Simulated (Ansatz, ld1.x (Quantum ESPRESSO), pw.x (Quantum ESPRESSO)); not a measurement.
**hydrogen (H): one change to the RRKJ potential, in the atom and in the diamond crystal**

ld1.x (Quantum ESPRESSO) 7.5 input, shortened:

```
&input
   title='H', zed=1., rel=1, dft='PBE', iswitch=3,
   config='1s1 2p-2'
 /
 &inputp
   pseudotype=2, tm=.false., lloc=0,
   nlcc=.false.
 /
2
2P  2  1  -2.00  -0.15  1.35  1.35  0.0
1S  1  0   1.00   0.00  1.45  1.45  0.0
 &test
   configts(1)='1s1'
 /
```

Change: all radii scaled by about 1.05 (s 1.52, p 1.42 bohr).

Cutoffs, loose and tight: the cutoffs (Ry, on a coarse ladder) from which the occupation-weighted sum of valence levels, in a spherical-Bessel basis at the reference potential, stays within 10 and 1 mRy of its value at 400 Ry. They do not see the model core or the augmentation charge, which bear on the density cutoff. Test errors are all-electron minus pseudo excitation energies from the reference, over the configurations 1s0.5; variants that change the core or the reference have their own tests.

Crystal test: diamond H in pw.x 7.5, no spin, 15³ k-points, Fermi–Dirac smearing 0.01 Ry, cutoffs set for each file from its atomic test. The reference is all-electron LAPW (Ansatz 0.2.0) with the same functional, mesh and smearing; V0 and B0 come from Birch–Murnaghan fits to the pressures at five volumes. Errors are pseudo minus all-electron; Δ is the rms difference of the E(V) curves that follow from these fits, minima aligned, over ±6 % about the mean V0. Mesh and smearing are coarse, so the numbers serve the comparison and aren't converged zero-temperature values; the lattice is a test structure that the element need not adopt.

All-electron: a0 = 3.013 Å (V0 = 3.42 Å³/atom), B0 = 91.2 GPa.

Question: Does the change bring the crystal closer to the all-electron result?

Answer: The mean pressure error goes from +1.37 to +1.95 GPa, so the change moves the solid further from the all-electron pressures.

```csv
quantity,base,changed
outcome (atom),generated,generated
"cutoff, loose (atom)",18 Ry,18 Ry
"cutoff, tight (atom)",30 Ry,30 Ry
bound ghosts (atom),none,none
cutoffs in pw.x (Ry),40/160,40/160
a0 (Å),3.028,3.034
a0 error (%),+0.49,+0.69
B0 error (%),-0.8,-0.7
Δ (meV/atom),1.0,1.4
mean pressure error (GPa),+1.37,+1.95
```

Base: The largest radius (1.45 bohr) exceeds half the bond length (1.23 bohr), so the spheres overlap, which is one possible source of error among others. This is a poor potential for the solid. Changed file: The largest radius (1.52 bohr) exceeds half the bond length (1.23 bohr), so the spheres overlap, which is one possible source of error among others. This is a poor potential for the solid. The atomic cutoffs weigh occupied waves only.
